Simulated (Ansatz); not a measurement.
Consider the formal hydrolysis of a C–N bond: `CCC(=O)N(C)C` + H₂O → `CCC(=O)O` + dimethylamine.

Program: Ansatz. Geometries: PBE0-D4/def2-TZVP. ΔE: electronic, gas phase. CCSD(T)/CBS adds triple-zeta CCSD(T) − MP2 to the extrapolated MP2 energy (def2 sets, frozen cores). This one scheme is used for every species. DFT in def2-TZVPP. B3LYP here is the variant with VWN-RPA as its local correlation; programs differ in this. HSE06 is defined as in plane-wave codes. Each species was taken in one conformer, which may not be the lowest.

```csv
level,ΔE (kJ/mol),difference from CCSD(T)/CBS
LDA (SPW92),20.2,4.0
PBE-D4,12.4,-3.8
revPBE-D4,16.7,0.5
BLYP-D4,12.9,-3.3
r2SCAN-D4,9.1,-7.1
PBE0-D4,11.7,-4.5
B3LYP-D4,11.5,-4.7
r2SCANh-D4,9.2,-7.0
r2SCAN0-D4,9.2,-7.0
HSE06-D4,11.2,-5.0
CAM-B3LYP-D4,8.2,-8.0
ωB97M-V,6.9,-9.3
B2PLYP,4.7,-11.5
PBE-QIDH,10.3,-5.9
PBE,3.1,-13.1
BLYP,-5.3,-21.5
r2SCAN,5.9,-10.3
PBE0,3.3,-12.9
B3LYP,-2.7,-18.9
r2SCANh,5.8,-10.4
HSE06,3.3,-12.9
BHLYP,-2.9,-19.1
CAM-B3LYP,-0.5,-16.7
LC-ωPBE,2.3,-13.9
RPA@PBE/def2-TZVPP,9.6,-6.6
HF/def2-SVP,-21.5,-37.7
MP2/def2-SVP,3.0,-13.2
CCSD/def2-SVP,-5.3,-21.5
CCSD(T)/def2-SVP,-2.0,-18.2
HF/def2-TZVPP,-17.3,-33.5
MP2/def2-TZVPP,19.0,2.8
SCS-MP2/def2-TZVPP,10.6,-5.6
CCSD/def2-TZVPP,6.8,-9.4
CCSD(T)/def2-TZVPP,11.5,-4.7
HF/def2-QZVPP,-16.7,-32.9
MP2/def2-QZVPP,21.9,5.7
SCS-MP2/def2-QZVPP,13.3,-2.9
HF/CBS(def2),-16.6,-32.8
MP2/CBS(def2),23.7,7.5
CCSD/CBS(def2),11.5,-4.7
CCSD(T)/CBS,16.2,0
```

Largest T1 diagnostic among the species: 0.014.

The D4 term adds +14.2 kJ/mol with B3LYP and +8.4 kJ/mol with PBE0; it sums over pairs of atoms, weighted by their polarisabilities, and B3LYP, whose exchange is more repulsive, gets the larger term. In def2-TZVPP, CCSD(T) changes the Hartree–Fock value by +28.8 kJ/mol (the triples alone add +4.7 kJ/mol) and MP2 by +36.3 kJ/mol. At CCSD(T), def2-SVP lies −18.2 kJ/mol from the extrapolated value and def2-TZVPP −4.7 kJ/mol.

CCSD(T)/CBS has its own doubt, a few kJ/mol and more with outer-core shells, so smaller differences from it don't rank the levels.
